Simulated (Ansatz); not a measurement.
## Cu under changes of volume

One of the cells (11.456 Å³/atom); the others are scaled copies at fixed shape and fractional positions:

```xyz
4
Lattice="2.5308 0.0000 0.0000 -1.2654 2.1917 0.0000 0.0000 0.0000 8.2618" Properties=species:S:1:pos:R:3 pbc="T T T"
Cu    1.2654    0.7306    6.1964
Cu    0.0000    0.0000    4.1309
Cu    0.0000    1.4611    2.0655
Cu    0.0000    0.0000    0.0000
```

This isn't the form of Cu at room conditions, which is fcc.

- Program: Ansatz 0.2.0
- Functional: LDA
- Potentials or basis: all-electron LAPW, scalar-relativistic
- Cutoff: 279 eV (chosen from the basis error)
- Basis error allowed: 0.002 eV/atom
- k mesh: 12 × 12 × 4
- Occupations: fermi-dirac, width 0.05 eV
- Spin: no spin polarisation

```csv
volume (Å³/atom),energy over the lowest point (meV/atom),pressure (GPa)
10.769,?,?
10.998,0.00,-1.7
11.227,5.05,-5.2
11.456,14.81,-8.3
11.686,28.72,-11.1
11.915,46.28,-13.4
12.144,67.03,-15.5
```

Q: What does the run at 10.769 Å³/atom give?

A: Energy over the lowest point 0.31 meV/atom; pressure 2.3 GPa.

Worked out: A Birch-Murnaghan fit of order 3 (a polynomial in V^(-2/3)) to the other rows has its minimum at 10.89 Å³/atom, just outside them, with B0 = V·E''(V) = 186 GPa and B' = 4.9 at fixed shape and positions, which overstates the stiffness. It gives 0.23 meV/atom at 10.769 Å³/atom, against the run's 0.31, and -dE/dV = 2.2 GPa, against 2.3.

Energies are extrapolated to zero smearing.
